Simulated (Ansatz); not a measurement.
# SnSe: pressure against volume

SnSe, Pnma, a = 11.797 Å, b = 4.205 Å, c = 4.568 Å. Ansatz: PBE, PAW, 420 eV, Γ-centred 4×6×6 mesh on 8 atoms, Gaussian smearing 0.02 eV; no spin polarisation. Shape and atoms are relaxed at each volume; pressure is positive in compression.

```
V (Å³/atom) P (GPa)
     26.626     1.77
     27.476     0.80
     28.325     0.00
     29.175    -0.59
     30.025        ?
```

Problem. Take V0 = 28.325 Å³/atom, fit the third-order Birch–Murnaghan form to the other rows, and predict the missing pressure.

Solution. With the Eulerian strain f = ½[(V0/V)^(2/3) − 1] and y = P/[3f(1 + 2f)^(5/2)], the form is the line y = B0 + 1.5 B0 (B0′ − 4) f. Rows (f, y): 0.02105, 25.28; 0.01025, 24.73; -0.00976, 21.17. Means f = 0.007180, y = 23.727; Σ(Δf)² = 0.0004888, ΣΔfΔy = 0.06793; the slope is their ratio. y = 22.73 + 139.0 f GPa, so B0 = 22.7 GPa and B0′ = 4 + 2 × (139.0)/(3 × 22.73) = 8.08. At V = 30.025, f = -0.01906, y = 20.081 and P = -1.04 GPa. The run gave -0.96 GPa, so the fit is 0.08 GPa too low, 2.9 % of the span of the series, against an rms of 0.02 GPa on the fitted rows. The row lies outside the fitted range. The records show no cause, and too few rows are left to test a further term. A B0′ outside 2 to 8 is unusual except in layered or molecular crystals, and here it hangs on few rows.